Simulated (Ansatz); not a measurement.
# Tl: two-dimensional strain map

Theory: DFT PBE+D3(BJ), scalar-relativistic, plane waves, PAW (Ansatz). Cutoff 420 eV, Γ-centred 16×16×16 k-points, Gaussian smearing of 0.15 eV. Spin–orbit coupling is left out, which can shift energies with elements as heavy as these. No spin polarisation. Energies are free energies at this smearing, counted from the undisturbed cell; pressure is positive in compression.

The starting cell (as given, not relaxed at this level; it stands at -0.8 GPa; this fcc form isn't the usual structure):

```
Tl
1.0
     0.00000    2.46634    2.46634
     2.46634    0.00000    2.46634
     2.46634    2.46634    0.00000
Tl
1
Direct
  0.00000 0.00000 0.00000
```

The cell is strained by p along both x and y and by q along z, fractional coordinates fixed. Points are written (p, q).

Energy above the undisturbed cell in meV/atom (a dash: not computed):

| p \ q | -0.030 | -0.015 | 0.000 | 0.015 | 0.030 |
| --- | --- | --- | --- | --- | --- |
| -0.030 | 12.7 | 6.6 | 2.1 | -0.9 | -2.5 |
| -0.015 | 2.4 | – | -1.8 | – | -0.9 |
| 0.000 | -1.4 | -1.5 | 0.0 | 2.6 | 6.0 |
| 0.015 | 0.6 | – | 6.6 | – | 17.3 |
| 0.030 | 7.1 | – | 17.3 | – | 32.1 |

Pressure in GPa:

```csv
p \ q,-0.030,-0.015,0.000,0.015,0.030
-0.030,2.6,2.0,1.3,0.8,0.3
-0.015,1.3,–,0.2,–,-0.7
0.000,0.2,-0.3,-0.8,-1.2,-1.5
0.015,-0.7,–,-1.5,–,-2.2
0.030,-1.4,–,-2.2,–,-2.7
```